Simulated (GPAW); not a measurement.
CuO:

```
CELL_PARAMETERS angstrom
3.17953 0.00000 0.00000
-1.58977 2.75356 0.00000
0.00000 0.00000 4.43149
ATOMIC_POSITIONS crystal
Cu 0.00000 0.00000 0.00000
Cu 0.00000 0.00000 0.50000
O 0.33333 0.66667 0.25000
O 0.66667 0.33333 0.75000
```

Measurements of this composition are mostly on another form, of space group No. 15.

- Program: GPAW 26.7.0
- Task: relaxation of cell and atoms
- Functional: PBEint
- Potentials or basis: PAW data sets generated in the run's folder for this functional
- Cutoff: 800 eV
- Basis: pw
- k mesh: 6 × 6 × 4
- Occupations: fermi-dirac, width 0.05 eV
- Spin: no spin polarisation

At the start: pressure 2.1 GPa; volume 9.70 Å³/atom.

Problem. Where does the relaxation end?

Solution. Over 22 steps the energy falls by 184.4 meV/atom and the volume is 9.45 Å³/atom (-2.6 %); space group P6_3/mmc (No. 194, to 0.05 Å).

Step by step:
```tsv
step	energy change (eV)	largest force (eV/Å)	pressure (GPa)	volume (Å³)
1	0.0000	0.0000	2.10	38.80
2	-0.0538	0.0000	1.57	38.83
3	-0.1515	0.0000	0.63	38.90
4	-0.2754	0.0000	-0.54	38.97
5	-0.4061	0.0000	-1.70	39.02
6	-0.5272	0.0000	-2.62	39.02
7	-0.6269	0.0000	-3.09	38.93
8	-0.6961	0.0000	-3.00	38.72
9	-0.7343	0.0000	-2.07	38.33
10	-0.7287	0.0000	0.19	37.68
11	-0.7289	0.0000	0.19	37.68
12	-0.7292	0.0000	0.19	37.69
13	-0.7297	0.0000	0.19	37.69
14	-0.7302	0.0000	0.19	37.69
15	-0.7309	0.0000	0.18	37.70
16	-0.7317	0.0000	0.18	37.71
17	-0.7326	0.0000	0.17	37.72
18	-0.7334	0.0000	0.16	37.73
19	-0.7345	0.0000	0.15	37.74
20	-0.7355	0.0000	0.13	37.75
21	-0.7365	0.0000	0.11	37.77
22	-0.7374	0.0000	0.08	37.80
```

Final structure:
```cif
data_structure
_symmetry_space_group_name_H-M 'P 1'
_symmetry_Int_Tables_number 1
_cell_length_a 2.9245
_cell_length_b 2.9245
_cell_length_c 5.1031
_cell_angle_alpha 90.000
_cell_angle_beta 90.000
_cell_angle_gamma 120.000
_cell_volume 37.80
loop_
_atom_site_label
_atom_site_type_symbol
_atom_site_fract_x
_atom_site_fract_y
_atom_site_fract_z
_atom_site_occupancy
Cu1 Cu 0.00000 0.00000 0.00000 1
Cu2 Cu 0.00000 0.00000 0.50000 1
O1 O 0.33333 0.66667 0.25000 1
O2 O 0.66667 0.33333 0.75000 1
```

Caveat: the k mesh is coarse (spacing up to 0.38 Å⁻¹), so the values aren't converged; with this Cu data set, volumes or pressures lay over 1.5 % or 2 GPa off other programs in two to four cells of ten; later steps reuse the first step's grids; the run has no spin polarisation, though such a crystal can be magnetic.
